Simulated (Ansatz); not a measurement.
# TiAl3 under changes of volume

One of the cells (15.634 Å³/atom); the others are scaled copies at fixed shape and fractional positions:

```
Ti Al
1.0
    -1.91111    1.91111    4.28067
     1.91111   -1.91111    4.28067
     1.91111    1.91111   -4.28067
Ti Al
1 3
Cartesian
  0.0000 0.0000 0.0000
  1.9111 0.0000 2.1403
  0.0000 1.9111 2.1403
  0.0000 0.0000 4.2807
```

The cell comes from a database or a generator and needn't be the stable form of this composition.

* Program: Ansatz 0.2.0
* Functional: PBEsol
* Potentials or basis: all-electron LAPW, scalar-relativistic
* Cutoff: 213 eV (chosen from the basis error)
* Basis error allowed: 0.001 eV/atom
* k mesh: 10 × 10 × 10
* Occupations: fermi-dirac, width 0.05 eV
* Spin: no spin polarisation

| volume (Å³/atom) | energy over the lowest point (meV/atom) | pressure (GPa) |
| --- | --- | --- |
| 14.696 | 18.06 | 7.1 |
| 15.009 | 6.99 | 4.3 |
| 15.322 | 1.13 | 1.8 |
| 15.634 | 0.00 | -0.5 |
| 15.947 | 3.13 | -2.6 |
| 16.260 | 10.11 | -4.5 |
| 16.572 | ? | ? |

Question: What does the run at 16.572 Å³/atom give?

Answer: Energy over the lowest point 20.58 meV/atom; pressure -6.2 GPa.

Worked out: A Birch-Murnaghan fit of order 3 (a polynomial in V^(-2/3)) to the other rows has its minimum at 15.56 Å³/atom with B0 = V·E''(V) = 111 GPa and B' = 4.0 at fixed shape and positions, which overstates the stiffness. It gives 20.55 meV/atom at 16.572 Å³/atom, against the run's 20.58, and -dE/dV = -6.2 GPa, against -6.2.

Energies are extrapolated to zero smearing.
